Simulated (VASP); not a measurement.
The system is C.

```xyz
2
Lattice="0.0000 1.7834 1.7834 1.7834 0.0000 1.7834 1.7834 1.7834 0.0000" Properties=species:S:1:pos:R:3 pbc="T T T"
C     2.6751    2.6751    2.6751
C     1.7834    1.7834    1.7834
```

This isn't the form of C at room conditions, which is graphite.

Base run:

- Program: VASP 6.6.1
- Functional: r2SCAN
- Potentials or basis: VASP PAW PBE potentials, release 64 (C)
- Cutoff: 520 eV
- k mesh: 13 × 13 × 13
- Occupations: fermi-dirac, width 0.05 eV
- Spin: no spin polarisation

Its results: band gap on the k mesh 4.34 eV, indirect (least direct gap 5.84 eV); pressure -1.3 GPa.

Task: The run is repeated on the same cell with these changes: functional from r2SCAN to r2SCAN0; k mesh from 13 × 13 × 13 to 7 × 7 × 7. What comes out?

Result: Band gap on the k mesh 6.25 eV, indirect (least direct gap 7.80 eV); pressure -9.3 GPa.

Several settings changed at once, so the effect can't be laid on one alone.

Caveats: some runs use coarse meshes; the PAW data sets were made with another functional, which shifts forces and pressure a little; the mesh misses the band edges, which the band path finds closer together (some runs).

Not every run made on this cell is shown here.
